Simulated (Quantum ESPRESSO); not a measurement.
# InP under changes of volume

One of the cells (25.167 Å³/atom); the others are scaled copies at fixed shape and fractional positions:

```
In P
1.0
     0.00000    2.93050    2.93050
     2.93050    0.00000    2.93050
     2.93050    2.93050    0.00000
In P
1 1
Direct
  0.00000 0.00000 0.00000
  0.75000 0.75000 0.75000
```

- Program: Quantum ESPRESSO 7.5
- Functional: AM05
- Potentials or basis: PseudoDojo 0.4 FR PBE standard
- Cutoff: 952 eV
- Density cutoff: 3810 eV
- k mesh: 8 × 8 × 8
- Occupations: fermi-dirac, width 0.05 eV
- Spin: spin-orbit coupling, no magnetisation

| volume (Å³/atom) | energy over the lowest point (meV/atom) | pressure (GPa) | gap on the mesh (eV) |
| --- | --- | --- | --- |
| 23.657 | 34.70 | 6.1 | 0.97 |
| 24.160 | 18.38 | 4.3 | 0.85 |
| 24.663 | 7.52 | 2.6 | 0.74 |
| 25.167 | ? | ? | ? |
| 25.670 | 0.00 | -0.2 | 0.53 |
| 26.173 | 2.36 | -1.3 | 0.42 |
| 26.677 | 8.22 | -2.4 | 0.32 |

Task: What does the run at 25.167 Å³/atom give?

Result: Energy over the lowest point 1.57 meV/atom; pressure 1.2 GPa; gap on the mesh 0.63 eV.

Worked out: A Birch-Murnaghan fit of order 3 (a polynomial in V^(-2/3)) to the other rows has its minimum at 25.61 Å³/atom with B0 = V·E''(V) = 64 GPa and B' = 4.7. It gives 1.57 meV/atom at 25.167 Å³/atom, against the run's 1.57, and -dE/dV = 1.2 GPa, against 1.2. A straight line through the other rows of the gap, of slope -5.39 eV per unit of ln V (its deformation potential), gives 0.63 eV, against the run's 0.63.

Energies are extrapolated to zero smearing.

Caveats: the potentials were made for another functional, which shifts forces and pressure.
